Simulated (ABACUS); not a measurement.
# MgB2 (P6/mmm) in ABACUS: reference runs

How does MgB2 come out in PBEsol? The cell is run as given and disturbed.

Program: ABACUS 3.10.1. These are calculated values, not measurements. Logs are shortened: lines on timing, memory, paths and dates and some standing lists are left out, and cuts for length are marked.

## 1. The crystal as given

Symmetry: P6/mmm, No. 191, hexagonal system. Conventional cell: a = 3.085 Å, b = 3.085 Å, c = 3.523 Å, α = 90.00°, β = 90.00°, γ = 120.00°. Around Mg (site symmetry 6/mmm) lie 12 B at 2.51 Å. B (site symmetry -6m2) has 3 B at 1.78 Å as nearest neighbours.

## 2. Single point, PBEsol

INPUT

```
INPUT_PARAMETERS
suffix              MgB2
calculation         scf
basis_type          pw
pseudo_dir          ./
symmetry            1
dft_functional      pbesol
ecutwfc             84
pseudo_rcut         7
nspin               1
nbands              12
ks_solver           dav
smearing_method     fd
smearing_sigma      0.00367493
scf_thr             1e-08
scf_nmax            100
mixing_type         broyden
mixing_beta         0.7
cal_force           1
cal_stress          1
kpar                4
```

STRU

```
ATOMIC_SPECIES
Mg 24.3050 Mg.upf
B 10.8100 B.upf

LATTICE_CONSTANT
1.8897261246

LATTICE_VECTORS
3.0850000000 0.0000000000 0.0000000000
-1.5425000000 2.6716883707 0.0000000000
0.0000000000 0.0000000000 3.5230000000

ATOMIC_POSITIONS
Direct

Mg
0.0
1
0.0000000000 0.0000000000 0.0000000000 1 1 1

B
0.0
2
0.6666666667 0.3333333333 0.5000000000 1 1 1
0.3333333333 0.6666666667 0.5000000000 1 1 1
```

KPT

```
K_POINTS
0
Gamma
10 10 8 0 0 0
```

Potentials or basis: PseudoDojo NC SR 0.4.1 PBEsol standard, plane waves.

Started as:

```
OMP_NUM_THREADS=1 mpirun -np 4 abacus > log
```

running log:

```text
ABACUS v3.10.1

               Atomic-orbital Based Ab-initio Computation at UStc

 ------------------------------------------------------------------------------------

 READING GENERAL INFORMATION
                           global_out_dir = OUT.MgB2/
                           global_in_card = INPUT
                               pseudo_dir = ./
                              orbital_dir =
                                    DSIZE = 4
                                    GSIZE = 1

 READING UNITCELL INFORMATION
                                    ntype = 2
                  lattice constant (Bohr) = 1.88973
              lattice constant (Angstrom) = 1

 READING ATOM TYPE 1
                               atom label = Mg
                      L=0, number of zeta = 1
                      L=1, number of zeta = 1
                      L=2, number of zeta = 1
             number of atom for this type = 1

 READING ATOM TYPE 2
                               atom label = B
                      L=0, number of zeta = 1
                      L=1, number of zeta = 1
                      L=2, number of zeta = 1
             number of atom for this type = 2

                        TOTAL ATOM NUMBER = 3
DIRECT COORDINATES
    atom                   x                   y                   z     mag                  vx                  vy                  vz
taud_Mg1            0.0000000000        0.0000000000        0.0000000000  0.0000        0.0000000000        0.0000000000        0.0000000000
taud_B1            0.6666666667        0.3333333333        0.5000000000  0.0000        0.0000000000        0.0000000000        0.0000000000
taud_B2            0.3333333333        0.6666666667        0.5000000000  0.0000        0.0000000000        0.0000000000        0.0000000000

                          Volume (Bohr^3) = 195.952
                             Volume (A^3) = 29.0371

 Lattice vectors: (Cartesian coordinate: in unit of a_0)
               +3.085                  +0                  +0
              -1.5425            +2.67169                  +0
                   +0                  +0              +3.523
 Reciprocal vectors: (Cartesian coordinate: in unit of 2 pi/a_0)
            +0.324149           +0.187148                  -0
                   -0           +0.374295                  -0
                   +0                  -0           +0.283849
 The esolver type has been set to : ksdft_pw

                PAO radial cut off (Bohr) = 7

 Read in pseudopotential file is Mg.upf
                     pseudopotential type = NC
          exchange-correlation functional = PBESOL
                 nonlocal core correction = 0
                        valence electrons = 10
                                     lmax = 1
                           number of zeta = 3
                     number of projectors = 4
                           L of projector = 0
                           L of projector = 0
                           L of projector = 1
                           L of projector = 1
                PAO radial cut off (Bohr) = 7

 Read in pseudopotential file is B.upf
                     pseudopotential type = NC
          exchange-correlation functional = PBESOL
                 nonlocal core correction = 1
                        valence electrons = 3
                                     lmax = 1
                           number of zeta = 2
                     number of projectors = 4
                           L of projector = 0
                           L of projector = 0
                           L of projector = 1
                           L of projector = 1
     initial pseudo atomic orbital number = 13

 SETUP THE ELECTRONS NUMBER
            electron number of element Mg = 10
      total electron number of element Mg = 10
             electron number of element B = 3
       total electron number of element B = 6
            AUTOSET number of electrons:  = 16
                           occupied bands = 8
                                   NBANDS = 12
                                   NLOCAL = 27

%%%%%%%%%%%%%%%%%%%%%%%%%%%%%%%%%%%%%%%%%%%%%%%%%%%%%%%%%%%%%%%%%%%%%%%%%%%%%%%%%%%%%%%%%%%%%%%%%%%%%%%%%%
 Warning: the number of valence electrons in pseudopotential > 2 for Mg: [Ne] 3s2
 Pseudopotentials with additional electrons can yield (more) accurate outcomes, but may be less efficient.
 If you're confident that your chosen pseudopotential is appropriate, you can safely ignore this warning.
%%%%%%%%%%%%%%%%%%%%%%%%%%%%%%%%%%%%%%%%%%%%%%%%%%%%%%%%%%%%%%%%%%%%%%%%%%%%%%%%%%%%%%%%%%%%%%%%%%%%%%%%%%

 SETUP THE PLANE WAVE BASIS
 energy cutoff for charge/potential (unit:Ry) = 336
            fft grid for charge/potential = [ 36, 36, 40 ]
                        fft grid division = [ 1, 1, 1 ]
        big fft grid for charge/potential = [ 36, 36, 40 ]
                                     nbxx = 51840
                                     nrxx = 51840

[... 77 lines left out ...]
                             BRAVAIS TYPE = 4
                     BRAVAIS LATTICE NAME = 04. Hexagonal cell
                                    ibrav = 4
                       right hand lattice = 1
                        ROTATION MATRICES = 24
                               nkstot_ibz = 70
K-POINTS REDUCTION ACCORDING TO SYMMETRY
     IBZ    DIRECT_X    DIRECT_Y    DIRECT_Z  WEIGHT  ibz2bz
       1  0.00000000  0.00000000  0.00000000  0.0013       0
       2 -0.10000000  0.10000000  0.00000000  0.0075       1
       3 -0.20000000  0.20000000  0.00000000  0.0075       2
       4 -0.30000000  0.30000000  0.00000000  0.0075       3
       5 -0.40000000  0.40000000  0.00000000  0.0075       4
       6  0.50000000  0.50000000  0.00000000  0.0037       5
[... 22 lines left out ...]
      29  0.00000000  0.00000000  0.25000000  0.0025     200
      30 -0.10000000  0.10000000  0.25000000  0.0150     201
[... 40 further k points ...]

                               nkstot now = 70
[... K-POINTS DIRECT COORDINATES: 70 rows ...]

           k-point number in this process = 18
       minimum distributed K point number = 17
[... stars of the k points ...]

[... K-POINTS CARTESIAN COORDINATES: 18 rows ...]

[... K-POINTS DIRECT COORDINATES: 18 rows ...]

 SETUP PLANE WAVES FOR WAVE FUNCTIONS
     energy cutoff for wavefunc (unit:Ry) = 84
              fft grid for wave functions = [ 36, 36, 40 ]
                    number of plane waves = 3597
                         number of sticks = 253

 PARALLEL PW FOR WAVE FUNCTIONS
     PROC   COLUMNS(POT)             PW
        1            253           3597
 --------------- sum -------------------
        1            253           3597

 SETUP NONLOCAL PSEUDOPOTENTIALS IN PLANE WAVE BASIS
 Mg non-local projectors:
 projector 1 L=0
 projector 2 L=0
 projector 3 L=1
 projector 4 L=1
 B non-local projectors:
 projector 1 L=0
 projector 2 L=0
 projector 3 L=1
 projector 4 L=1
      TOTAL NUMBER OF NONLOCAL PROJECTORS = 24

 Init Non-Local PseudoPotential table :
 Init Non-Local-Pseudopotential done.

                                     npwx = 2581

 Make real space PAO into reciprocal space.
       max mesh points in Pseudopotential = 701
     dq(describe PAO in reciprocal space) = 0.01
                                    max q = 1104

 number of pseudo atomic orbitals for Mg is 3
WARNING: norm of atomic wavefunction # 3 of atomic type Mg is 0.994389, renormalized

 number of pseudo atomic orbitals for B is 2
WARNING: norm of atomic wavefunction # 1 of atomic type B is 0.999867, renormalized
WARNING: norm of atomic wavefunction # 2 of atomic type B is 0.997368, renormalized

 -------------------------------------------
 SELF-CONSISTENT
 -------------------------------------------
                                 init_chg = atomic

 PW ALGORITHM --------------- ION=   1  ELEC=   1--------------------------------

 Density error is 0.312511533945
                          Error Threshold = 0.01
----------------------------------------------------------
     Energy           Rydberg                 eV
----------------------------------------------------------
 E_KohnSham     -130.3204459305      -1773.1006305561
 E_Harris       -132.5599148187      -1803.5701679287
 E_Fermi        0.6072196820         8.2616476126
----------------------------------------------------------
[... 51 lines left out ...]
 Density error is 6.8208846094e-09
                          Error Threshold = 1.00177969237e-09
----------------------------------------------------------
     Energy           Rydberg                 eV
----------------------------------------------------------
 E_KohnSham     -130.3861440202      -1773.9944989233
 E_KS(sigma->0) -130.3859093329      -1773.9913058395
 E_Harris       -130.3857529606      -1773.9891782845
 E_band         -21.6097462566       -294.0156814236
 E_one_elec     -76.6175448116       -1042.4351762082
 E_Hartree      40.6280485835        552.7729593565
 E_xc           -20.5402543993       -279.4644981996
 E_Ewald        -73.8559240183       -1004.8613977043
 E_entropy(-TS) -0.0004693745        -0.0063861676
 E_descf        0.0000000000         0.0000000000
 E_exx          0.0000000000         0.0000000000
 E_Fermi        0.6746834759         9.1795396193
----------------------------------------------------------

 charge density convergence is achieved
 final etot is -1773.9944989 eV
 EFERMI = 9.1795396193 eV

 STATE ENERGY(eV) AND OCCUPATIONS    NSPIN == 1
 1/18 kpoint (Cartesian) = 0.0000 0.0000 0.0000 (2581 pws)
       1       -65.7434     0.00250000
       2       -32.7128     0.00250000
       3       -32.7128     0.00250000
       4       -32.6953     0.00250000
       5       -3.27939     0.00250000
       6        6.18730     0.00250000
       7        9.52134    2.68304e-06
       8        9.52134    2.68304e-06
       9        10.7558    5.08590e-17
      10        15.4206    1.54582e-57
      11        15.4206    1.54582e-57
      12        17.2343    2.72542e-73
[... 57 lines left out ...]
 6/18 kpoint (Cartesian) = 0.16207 0.28072 0.0000 (2534 pws)
       1       -65.7400     0.00750000
       2       -32.7525     0.00750000
       3       -32.7225     0.00750000
       4       -32.6895     0.00750000
       5       0.630742     0.00750000
       6        1.29846     0.00750000
       7        6.96969     0.00750000
       8        9.35344    0.000224572
       9        12.1940    4.92091e-29
      10        12.9913    5.84259e-36
      11        14.4114    2.70225e-48
      12        16.1986    8.09596e-64

[... levels at 12 further k points ...]

------------------------------------------------------------------------------------------
 TOTAL-FORCE (eV/Angstrom)
------------------------------------------------------------------------------------------
                       Mg1         0.0000000000         0.0000000000         0.0000000000
                        B1         0.0000000000         0.0000000000         0.0000000000
                        B2         0.0000000000         0.0000000000         0.0000000000
------------------------------------------------------------------------------------------

----------------------------------------------------------------
 TOTAL-STRESS (KBAR)
----------------------------------------------------------------
       -25.4789005667        -0.0000000000         0.0000000000
         0.0000000000       -25.4789005663         0.0000000000
         0.0000000000        -0.0000000000       -28.1310403543
----------------------------------------------------------------
 TOTAL-PRESSURE: -26.362947 KBAR

 --------------------------------------------
 !FINAL_ETOT_IS -1773.9944989232872103 eV
 --------------------------------------------
```

Wall time 5.4 s (4 MPI ranks of Intel Xeon 6975P-C (Granite Rapids), shared host); peak memory 0.28 GiB.

What came out:

```yaml
Free_energy: -1773.9945 eV
Pressure: -2.6 GPa
Band_gap_on_the_k_mesh: none (metal or under the smearing width)
```

Stress tensor (GPa, compression positive):
```
-2.55  0.00  0.00
 0.00 -2.55  0.00
 0.00  0.00 -2.81
```

## 3. Single point, PBEsol (atoms moved at random, drawn with an rms of 0.05 Å)

INPUT is that of step 2.

STRU

```
ATOMIC_SPECIES
Mg 24.3050 Mg.upf
B 10.8100 B.upf

LATTICE_CONSTANT
1.8897261246

LATTICE_VECTORS
3.0850000000 0.0000000000 0.0000000000
-1.5425000000 2.6716883707 0.0000000000
0.0000000000 0.0000000000 3.5230000000

ATOMIC_POSITIONS
Direct

Mg
0.0
1
0.0195880000 -0.0064130000 -0.0098050000 1 1 1

B
0.0
2
0.6644080000 0.3216100000 0.4917100000 1 1 1
0.3363740000 0.6663920000 0.5092550000 1 1 1
```

KPT is that of step 2.

Potentials or basis: PseudoDojo NC SR 0.4.1 PBEsol standard, plane waves.

Started as:

```
OMP_NUM_THREADS=1 mpirun -np 4 abacus > log
```

running log:

```text
ABACUS v3.10.1

               Atomic-orbital Based Ab-initio Computation at UStc

 ------------------------------------------------------------------------------------

 READING GENERAL INFORMATION
                           global_out_dir = OUT.MgB2/
                           global_in_card = INPUT
                               pseudo_dir = ./
                              orbital_dir =
                                    DSIZE = 4
                                    GSIZE = 1

 READING UNITCELL INFORMATION
                                    ntype = 2
                  lattice constant (Bohr) = 1.88973
              lattice constant (Angstrom) = 1

 READING ATOM TYPE 1
                               atom label = Mg
                      L=0, number of zeta = 1
                      L=1, number of zeta = 1
                      L=2, number of zeta = 1
             number of atom for this type = 1

 READING ATOM TYPE 2
                               atom label = B
                      L=0, number of zeta = 1
                      L=1, number of zeta = 1
                      L=2, number of zeta = 1
             number of atom for this type = 2

                        TOTAL ATOM NUMBER = 3
DIRECT COORDINATES
    atom                   x                   y                   z     mag                  vx                  vy                  vz
[... 311 lines left out ...]
 charge density convergence is achieved
 final etot is -1773.9614536 eV
 EFERMI = 9.1771427677 eV

 STATE ENERGY(eV) AND OCCUPATIONS    NSPIN == 1
 1/101 kpoint (Cartesian) = 0.0000 0.0000 0.0000 (2581 pws)
       1       -65.7386     0.00250000
       2       -32.7088     0.00250000
       3       -32.7075     0.00250000
       4       -32.6908     0.00250000
       5       -3.28133     0.00250000
       6        6.18877     0.00250000
       7        9.33852    9.53633e-05
       8        9.70911    5.98816e-08
       9        10.7292    8.25924e-17
      10        15.1849    1.64044e-55
      11        15.6396    1.84436e-59
      12        17.2216    3.34523e-73
[... 57 lines left out ...]
 6/101 kpoint (Cartesian) = 0.16207 0.093574 0.0000 (2534 pws)
       1       -65.7352     0.00250000
       2       -32.7475     0.00250000
       3       -32.7182     0.00250000
       4       -32.6850     0.00250000
       5       0.609136     0.00250000
       6        1.33312     0.00250000
       7        6.94301     0.00250000
       8        9.29724    0.000207577
       9        12.2233    8.68942e-30
      10        12.9812    2.27149e-36
      11        14.4440    4.47534e-49
      12        16.2130    1.92784e-64

[... levels at 95 further k points ...]

------------------------------------------------------------------------------------------
 TOTAL-FORCE (eV/Angstrom)
------------------------------------------------------------------------------------------
                       Mg1        -0.2837770189         0.0081101390         0.2402831697
                        B1         0.1352899702         0.1565139149         0.4640631848
                        B2         0.1484870487        -0.1646240539        -0.7043463545
------------------------------------------------------------------------------------------

----------------------------------------------------------------
 TOTAL-STRESS (KBAR)
----------------------------------------------------------------
       -29.1571304689        -0.0519824741        -2.9728890363
        -0.0519824741       -18.5142731024         0.9537277335
        -2.9728890363         0.9537277335       -23.3639118342
----------------------------------------------------------------
 TOTAL-PRESSURE: -23.678438 KBAR

 --------------------------------------------
 !FINAL_ETOT_IS -1773.9614535514847375 eV
 --------------------------------------------
```

stdout:

```text
ABACUS v3.10.1

               Atomic-orbital Based Ab-initio Computation at UStc

%%%%%%%%%%%%%%%%%%%%%%%%%%%%%%%%%%%%%%%%%%%%%%%%%%%%%%%%%%%%%%%%%%%%%%%%%%%%%%%%%%%%%%%%%%%%%%%%%%%%%%%%%
 Warning: the number of valence electrons in pseudopotential > 2 for Mg: [Ne] 3s2
[... 32 lines left out ...]
 TOTAL-STRESS (KBAR)
----------------------------------------------------------------
       -29.1571304689        -0.0519824741        -2.9728890363
        -0.0519824741       -18.5142731024         0.9537277335
        -2.9728890363         0.9537277335       -23.3639118342
----------------------------------------------------------------
 TOTAL-PRESSURE: -23.678438 KBAR
```

Wall time 25 s (4 MPI ranks of Intel Xeon 6975P-C (Granite Rapids), shared host); peak memory 0.48 GiB.

Results:

| Quantity | Value |
| --- | --- |
| Free energy | -1773.9615 eV |
| Pressure | -2.4 GPa |
| Largest force | 0.738 eV/Å |
| Band gap on the k mesh | none (metal or under the smearing width) |

Forces in eV/Å, atoms in the order of the input:
```
Mg  -0.284  0.008  0.240
B    0.135  0.157  0.464
B    0.148 -0.165 -0.704
```

Stress tensor (GPa, compression positive):
```
-2.92 -0.01 -0.30
-0.01 -1.85  0.10
-0.30  0.10 -2.34
```
